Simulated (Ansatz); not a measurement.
## hcp against fcc along group 13

The calculation used Ansatz 0.2.0, DFT, PBEsol, plane waves (420 eV) with PAW, scalar-relativistic. The PAW files were generated under PBE, with cores re-solved for the functional.

Each structure is relaxed within its symmetry, in the lowest magnetic state of the tried starts. Differences under about 8 meV lie within the error of the k-point mesh.

```
element  E(hcp) − E(fcc) (meV/atom)  V(hcp) (Å³/atom)  V(fcc) (Å³/atom)       state of hcp       state of fcc
     Al                          36             16.30             16.18  spin not included  spin not included
     Ga                          13             17.85             17.78  spin not included  spin not included
     In                           ?                 ?                 ?                  ?                  ?
     Tl                         -15             28.59             28.43  spin not included  spin not included
```

(1) Fill in the row of In.

## Answers

(1) E(hcp) − E(fcc) (meV/atom): 10; V(hcp) (Å³/atom): 25.69; V(fcc) (Å³/atom): 25.53; state of hcp: spin not included; state of fcc: spin not included.
